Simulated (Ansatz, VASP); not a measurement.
Si: VASP beside Ansatz

File INCAR:

```
ALGO = Normal
EDIFF = 1E-7
ENCUT = 520
ISIF = 2
ISMEAR = 0
LASPH = T
LCHARG = T
LELF = T
LREAL = F
LVHAR = T
LWAVE = F
NBANDS = 11
NELM = 80
PREC = Accurate
SIGMA = 0.01
```

Contents of KPOINTS:

```
k-points
0
Gamma
  8 8 8
```

Contents of POSCAR:

```
Si
1.0
    2.7009789307      2.7009789307      0.0000000000
   -2.7009789307      2.7009789307      0.0000000000
    0.0000000000      2.7009789307      2.7009789307
Si
2
Direct
    0.2500000000      0.7500000000      0.5000000000
    0.0000000000      0.0000000000      0.0000000000
```

Input for Ansatz:

```yaml
crystal:
  lattice:
    - [2.70097893072, 2.70097893072, 0.0]
    - [-2.70097893072, 2.70097893072, 0.0]
    - [0.0, 2.70097893072, 2.70097893072]
  atoms:
    - { symbol: Si, position: [0.25, 0.75, 0.5] }
    - { symbol: Si, position: [0.0, 0.0, 0.0] }
kpoints:
  mp_grid: { grid: [8, 8, 8] }
scf:
  occupations: { method: fixed }
hamiltonian:
  xc: lda
  pseudopotentials: { kind: all_electron, lapw: { basis_error: 0.001 } }
output:
  forces: true
  stress: true
  eigenvalues: true
  eigenstates:
    nscf_kmesh: { grid: [12, 12, 12] }
    de_dk: true
    e_range: [-9, 10.44379441228]
checkpoint:
  write: ck
  write_wavefunctions: false
```

Alike in both runs: task single point; functional LDA; k mesh 8 × 8 × 8; no spin polarisation.

```csv
,VASP,Ansatz
version,VASP 6.6.1,Ansatz 0.2.0
potentials or method,"VASP PAW LDA potentials, release 64 (Si)","all-electron LAPW, scalar-relativistic"
plane-wave cutoff (eV),520,see its input
occupations,"gaussian, width 0.01 eV",fixed
```

Ansatz gave:

| Property | Result |
| --- | --- |
| gap on the k mesh at the Fermi level (eV) | 0.49 |
| pressure (GPa) | 0.0 |

Task: Estimate VASP's values.

Result: gap on the k mesh at the Fermi level (eV): 0.49; pressure (GPa): 0.1.

Ansatz ran all-electron here, so the differences hold the error of VASP's frozen core and of both bases.
